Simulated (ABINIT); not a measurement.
Crystal: InAs.

```
In As
1.0
     0.00000    2.87730    2.87730
     2.87730    0.00000    2.87730
     2.87730    2.87730    0.00000
In As
1 1
Direct
  0.50000 0.50000 0.50000
  0.00000 0.00000 0.00000
```

Measurements of this composition are mostly on another form, of space group No. 216.

Base run:

```yaml
Program: ABINIT 10.8.3 (patched build)
Functional: r2SCAN
Potentials_or_basis: JTH PAW PBE v2.0
Cutoff: 707 eV
k_mesh: 8 × 8 × 8
Occupations: fermi-dirac, width 0.05 eV
Spin: no spin polarisation
```

Its results: band gap on the k mesh none (metal or under the smearing width); pressure -2.5 GPa.

Question: After a change of settings the same cell gave: band gap on the k mesh none (metal or under the smearing width); pressure -5.3 GPa. Which change was it?
A. functional from r2SCAN to AM05
B. functional from r2SCAN to BLYP
C. functional from r2SCAN to SCAN
D. functional from r2SCAN to LDA

Answer: D.

Caveats: the PAW data sets were made with another functional, which shifts forces and pressure a little; spin-orbit coupling is left out, which moves the levels of the heavy elements.
